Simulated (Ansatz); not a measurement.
# Ag (P-1) in Ansatz: convergence with scf convergence dr2 threshold

Aim: find how far scf convergence dr2 threshold must go before the results for Ag settle, at PBE. This setting moves, with any that are tied to it; all else stays.

All numbers are computed with Ansatz 0.2.0; they aren't measurements. Logs are shortened: lines on timing, memory, paths and dates and some standing lists are left out, and cuts for length are marked.

## (1) Starting point

The typed cell holds 1 atom: a = 2.819 Å, b = 2.883 Å, c = 2.861 Å, α = 109.89°, β = 107.88°, γ = 109.47°.

This isn't the form of Ag at room conditions, which is fcc.

## (2) With scf convergence dr2 threshold 0.01

input.yaml

```yaml
crystal:
  lattice:
    - [-1.61038051, 1.65353266, 1.61815768]
    - [1.65930705, -1.6605473, 1.67409886]
    - [1.63933048, 1.68949727, -1.62517232]
  atoms:
    - { symbol: Ag, position: [0.0, 0.0, 0.0] }
hamiltonian:
  xc: pbe
  pseudopotentials: { kind: nc, source: spms }
kpoints:
  mp_grid: { grid: [8, 8, 8] }
scf:
  occupations: { method: fermi_dirac, width: 0.05 }
  convergence: { dr2_threshold: 0.01 }
output:
  forces: true
  stress: true
  eigenvalues: true
```

Potentials or basis: SPMS NC.

The run is started by

```sh
> ansatz run input.yaml --threads 2 --pin off --max-ram 5632MiB --backend cpu --events-out ev --progress --plain --runs-dir out
```

Standard output:

```text
Warning: scf.convergence.dr2_threshold = 1e-2 eV is looser than this run's default, which is 1e-7 eV or tighter. The error in the forces grows as the threshold's square root, so leave the key out unless less accurate forces are enough
Warning: output.stress: scf.convergence.dr2_threshold = 1e-2 eV is looser than the 1e-10 eV advised for a printed stress (1e-10 eV for each atom of the cell: 1). What an SCF threshold leaves in a stress goes as its square root, and in the free energy as the threshold itself, and one threshold admits the most on a small cell: of the crystals measured, under no hybrid functional and no lock of the moments, on runs that ended without the residual-converged pass, on stresses that held no estimate of that error, the worst erred by over 100 MPa in a component at 1e-7 eV an atom and by under 5 at 1e-10. Set scf.convergence.dr2_threshold to 1e-10 eV or tighter. The threshold is an SCF's pass mark: one that does not reach it within its budget of iterations ends unconverged, or closes short of it on a stop that the run arms, and scf.convergence.dr2_threshold's page says what that costs each kind of run
Warning: RAYON_NUM_THREADS=2 ignored (pool sized by the plan → 2); use --threads N
Engine: ansatz 0.2.0, aarch64-unknown-linux-gnu
Pseudopotentials: kind: nc
Pseudopotential: Ag, nc, valence charge 19, recommended cutoff 598.650497411736 eV (normal), Ag.nc.azcp
Functional definition: PBE
  parameter kappa = 0.804
  parameter beta = 0.06672455060314922
  exchange = pbe_x(kappa = kappa, mu = beta*pi^2/3)
  correlation = pbe_c(beta = beta)
Crystal: 1 atoms, lattice volume = 18.147 Å³
Basis set: ecut = 598.650497411736 eV, 607 PW (Γ), exchange–correlation on 48×48×48 points (8 copies of the dense FFT grid, shifted against one another)
Bands: 14, of which v1, the nominal top of the filled ones, is band 10 counted from 1 (9 counted from 0)
Symmetry: 2 space group operations
Space group: P-1 (ITA 2), of the structure as read, at distance tolerance 2.6e-5 Å
k-points: 260 of 512
Non-local potential: Ag, projectors of the file, l = 0: 2, l = 1: 2, l = 2: 2
Initial density: superposition of atomic densities (chi_scale 0.1, normalization cell)
Initial wavefunctions: pseudopotential atomic-orbital guess
Functional: x = pbe(κ = 0.804, μ = 0.2195149727645171), c = pbe(β = 0.06672455060314922)
SCF iter   1: F=—  HF=-4047.835555 eV  |F-HF|=—  |Δ(HF+E_count)|=         —  Δρ=6.07e-2  dr2=6.74e-1  ethr=3.10e-3  ⟨swp⟩=5.6  Hψ=21892  notcnv=0
preconditioner: auto → Kerker (q_TF=auto, 2.749 Å⁻¹)  [metal: Δε(μ)=0.015 eV  Ē_g=15.327 eV  σ=0.050 eV  W_gap=0.07  n_scr=12 (ndim 8)  ℏωp=28.9 eV  f_vac=0.000  D(μ)=0.85/eV (n_scr^D=12)]
SCF iter   2: F=—  HF=-4047.660191 eV  |F-HF|=—  |Δ(HF+E_count)|=   1.75e-1  Δρ=2.49e-2  dr2=1.17e-1  ethr=3.10e-3  ⟨swp⟩=2.0  Hψ=6756  notcnv=0  defer=51
SCF iter   3: F=—  HF=-4047.633628 eV  |F-HF|=—  |Δ(HF+E_count)|=   2.66e-2  Δρ=7.85e-3  dr2=5.95e-3  ethr=6.15e-4  ⟨swp⟩=2.5  Hψ=5868  notcnv=0  defer=67
SCF iter   4: F=-4047.634694 eV  HF=-4047.634697 eV  |F-HF|=2.94e-6  |Δ(HF+E_count)|=   1.07e-3  Δρ=1.94e-3  dr2=1.49e-4  ethr=3.13e-5  ⟨swp⟩=9.0  Hψ=22301  notcnv=0
SCF 1 converged in 4 iterations: F = -4047.634694 eV  dr2 = 1.49e-4
SCF converged after 4 iterations
Free energy (F): -4047.634694 eV
Harris-Foulkes:  -4047.634697 eV  (|F-HF|=2.94e-6)
Internal energy: -4047.627444 eV  (E = F + TS)
E sigma→0 (E₀):  -4047.631069 eV
Entropy (-TS):   -0.007250 eV (-7.250 meV/atom)
Fermi energy:    17.021449 eV
--- Per-component energies (eV) ---
  E_band       = -239.515529
  E_kinetic    = 1266.579038
  E_local      = -2747.080127  (includes V_loc(G=0)·N_el)
  E_nonlocal   = -24.598670
  E_hartree    = 885.006084
  E_xc         = -571.004027
  E_vxc        = -504.660125  (∫ρ·V_xc dr)
  E_ewald      = -2856.529742
  E_smearing   = -0.007250  (= −TS)
  E_closure    = 0.000000  (closes the sum)
  Σ components = -4047.634694   (vs F -4047.634694, Δ=0.00e0)
--- Forces (eV/Å), atoms counted from 1 ---
  atom   1  Ag     0.00000000     0.00000000     0.00000000
  max |Σ_I F_I| component: 0.00e0 eV/Å
--- Stress (GPa, compression-positive) ---
       -0.614736       0.168258       0.133501
        0.168258      -0.099787       0.345890
        0.133501       0.345890      -0.583976
  P = ⅓ Tr σ = -0.4328 GPa (-4.328 kbar)
--- Band table (eV; the first three rows and the last of 260) ---
  k-point 0: bands = ["-74.8859", "-38.3353", "-38.3248", "-38.3151", "9.5418", "12.0611", "12.2580", "12.3504", "13.4104", "13.4811", "34.4549", "34.7209", "35.0965", "39.6053"]
  k-point 1: bands = ["-74.8840", "-38.3434", "-38.3327", "-38.3241", "10.0027", "12.0187", "12.2483", "12.5728", "13.3332", "13.4794", "32.6781", "34.3076", "35.1004", "37.3253"]
  k-point 2: bands = ["-74.8793", "-38.3851", "-38.3464", "-38.3287", "10.8975", "11.8206", "12.6557", "13.2190", "13.2686", "13.5096", "28.0778", "32.3872", "34.6063", "35.5612"]
  k-point 259: bands = ["-74.8599", "-38.4560", "-38.4262", "-38.4018", "10.9257", "10.9349", "14.0453", "14.1124", "14.2372", "23.3494", "23.7072", "23.8212", "28.8093", "29.7778"]
```

It took 1.8 s on 2 threads of Arm Neoverse V2, shared host; peak memory 0.3 GiB.

Results:

```
Free energy            : -4047.6347 eV
Pressure               : -0.4 GPa
Band gap on the k mesh : none (metal or under the smearing width)
```

## (3) With scf convergence dr2 threshold 0.001

Changes to input.yaml since step 2:

```diff
@@ -14,3 +14,3 @@
   occupations: { method: fermi_dirac, width: 0.05 }
-  convergence: { dr2_threshold: 0.01 }
+  convergence: { dr2_threshold: 0.001 }
 output:
```

Potentials or basis: SPMS NC.

The run is started by

```sh
> ansatz run input.yaml --threads 2 --pin off --max-ram 5632MiB --backend cpu --events-out ev --progress --plain --runs-dir out
```

It took 1.8 s on 2 threads of Arm Neoverse V2, shared host; peak memory 0.3 GiB.

Results:

| Property | Result |
| --- | --- |
| Free energy | -4047.6347 eV |
| Pressure | -0.4 GPa |
| Band gap on the k mesh | none (metal or under the smearing width) |

## (4) With scf convergence dr2 threshold 0.0001

Changes to input.yaml since step 3:

```diff
@@ -14,3 +14,3 @@
   occupations: { method: fermi_dirac, width: 0.05 }
-  convergence: { dr2_threshold: 0.001 }
+  convergence: { dr2_threshold: 0.0001 }
 output:
```

The run is started by

```sh
> ansatz run input.yaml --threads 2 --pin off --max-ram 5632MiB --backend cpu --events-out ev --progress --plain --runs-dir out
```

It took 1.9 s on 2 threads of Arm Neoverse V2, shared host; peak memory 0.3 GiB.

What came out:

```
Free energy            : -4047.6347 eV
Pressure               : -0.4 GPa
Band gap on the k mesh : none (metal or under the smearing width)
```

## (5) With scf convergence dr2 threshold 1e-05

Changes to input.yaml since step 4:

```diff
@@ -14,3 +14,3 @@
   occupations: { method: fermi_dirac, width: 0.05 }
-  convergence: { dr2_threshold: 0.0001 }
+  convergence: { dr2_threshold: 1.0e-05 }
 output:
```

The run is started by

```sh
> ansatz run input.yaml --threads 2 --pin off --max-ram 5632MiB --backend cpu --events-out ev --progress --plain --runs-dir out
```

It took 1.9 s on 2 threads of Arm Neoverse V2, shared host; peak memory 0.31 GiB.

What came out:

```yaml
Free_energy: -4047.6347 eV
Pressure: -0.4 GPa
Band_gap_on_the_k_mesh: none (metal or under the smearing width)
```

## (6) With scf convergence dr2 threshold 1e-06

Changes to input.yaml since step 5:

```diff
@@ -14,3 +14,3 @@
   occupations: { method: fermi_dirac, width: 0.05 }
-  convergence: { dr2_threshold: 1.0e-05 }
+  convergence: { dr2_threshold: 1.0e-06 }
 output:
```

Potentials or basis: SPMS NC.

The run is started by

```sh
> ansatz run input.yaml --threads 2 --pin off --max-ram 5632MiB --backend cpu --events-out ev --progress --plain --runs-dir out
```

It took 1.9 s on 2 threads of Arm Neoverse V2, shared host; peak memory 0.3 GiB.

The run converged. Its results:

```
Free energy            : -4047.6347 eV
Pressure               : -0.4 GPa
Band gap on the k mesh : none (metal or under the smearing width)
```

## (7) With scf convergence dr2 threshold 1e-07

Changes to input.yaml since step 6:

```diff
@@ -14,3 +14,3 @@
   occupations: { method: fermi_dirac, width: 0.05 }
-  convergence: { dr2_threshold: 1.0e-06 }
+  convergence: { dr2_threshold: 1.0e-07 }
 output:
```

The run is started by

```sh
> ansatz run input.yaml --threads 2 --pin off --max-ram 5632MiB --backend cpu --events-out ev --progress --plain --runs-dir out
```

Run time: 1.9 s. Hardware: 2 threads of Arm Neoverse V2, shared host; peak memory 0.31 GiB.

Results (log left out):

- Free energy: -4047.6347 eV
- Pressure: -0.4 GPa
- Band gap on the k mesh: none (metal or under the smearing width)

## (8) With scf convergence dr2 threshold 1e-09

Changes to input.yaml since step 7:

```diff
@@ -14,3 +14,3 @@
   occupations: { method: fermi_dirac, width: 0.05 }
-  convergence: { dr2_threshold: 1.0e-07 }
+  convergence: { dr2_threshold: 1.0e-09 }
 output:
```

The run is started by

```sh
> ansatz run input.yaml --threads 2 --pin off --max-ram 5632MiB --backend cpu --events-out ev --progress --plain --runs-dir out
```

It took 2 s on 2 threads of Arm Neoverse V2, shared host; peak memory 0.31 GiB.

It converged, with:

- Free energy: -4047.6347 eV
- Pressure: -0.4 GPa
- Band gap on the k mesh: none (metal or under the smearing width)

## (9) With scf convergence dr2 threshold 1e-11

Changes to input.yaml since step 8:

```diff
@@ -14,3 +14,3 @@
   occupations: { method: fermi_dirac, width: 0.05 }
-  convergence: { dr2_threshold: 1.0e-09 }
+  convergence: { dr2_threshold: 1.0e-11 }
 output:
```

Potentials or basis: SPMS NC.

The run is started by

```sh
> ansatz run input.yaml --threads 2 --pin off --max-ram 5632MiB --backend cpu --events-out ev --progress --plain --runs-dir out
```

Run time: 2.1 s. Hardware: 2 threads of Arm Neoverse V2, shared host; peak memory 0.3 GiB.

Results (log left out):

```yaml
Free_energy: -4047.6347 eV
Pressure: -0.4 GPa
Band_gap_on_the_k_mesh: none (metal or under the smearing width)
```

## (10) Summary

| scf convergence dr2 threshold | energy less the tightest run, at zero smearing (meV/atom) | SCF cycles | CPU time (s) | peak memory (GiB) |
| --- | --- | --- | --- | --- |
| 0.01 | 0.03 | 4 | 3.5 | 0.3 |
| 0.001 | 0.00 | 5 | 3.6 | 0.3 |
| 0.0001 | 0.00 | 5 | 3.7 | 0.3 |
| 1e-05 | 0.00 | 6 | 3.7 | 0.31 |
| 1e-06 | 0.00 | 6 | 3.7 | 0.3 |
| 1e-07 | 0.00 | 7 | 3.6 | 0.31 |
| 1e-09 | 0.00 | 8 | 3.9 | 0.31 |
| 1e-11 | 0.00 | 9 | 4.1 | 0.3 |

Against the tightest run, the energy stays within 1 meV/atom from 0.01 on. The tightest run that finished is the yardstick and may itself not be fully converged.
